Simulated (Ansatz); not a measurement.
Os:

```xyz
2
Lattice="2.7341 0.0000 0.0000 -1.3671 2.3678 0.0000 0.0000 0.0000 4.3197" Properties=species:S:1:pos:R:3 pbc="T T T"
Os    1.3671    0.7893    3.2398
Os    0.0000    1.5785    1.0799
```

- Program: Ansatz 0.2.0
- Task: relaxation of cell and atoms
- Functional: BLYP
- Dispersion: D4
- Potentials or basis: Ansatz PAW
- Cutoff: 420 eV (not typed: the program's choice for these potentials)
- k mesh: 11 × 11 × 6
- Occupations: fermi-dirac, width 0.05 eV
- Spin: no spin polarisation

At the start: volume 13.98 Å³/atom.

**Question.** Where does the relaxation end?

**Answer.** It ends after 5 steps and the volume is 14.35 Å³/atom (+2.7 %); space group P6_3/mmc (No. 194, to 0.05 Å).

The path:
```
step  energy change (eV)  largest force (eV/Å)  volume (Å³)
   1              0.0000                0.0000        27.96
   2             -0.0237                0.0000        28.78
   3             -0.0240                0.0000        28.71
   4             -0.0240                0.0000        28.71
   5             -0.0243                0.0000        28.71
```

Final structure:
```
Os
1.0
     2.75874    0.00000    0.00000
    -1.37937    2.38914    0.00000
     0.00000    0.00000    4.35543
Os
2
Direct
  0.66667 0.33333 0.75000
  0.33333 0.66667 0.25000
```

Caveat: the plane-wave basis is chosen anew once the cell has moved, so the energies of steps on either side of that aren't comparable; the PAW data sets come from PBE, with cores solved anew for the run's functional, which leaves a small shift of forces and pressure.
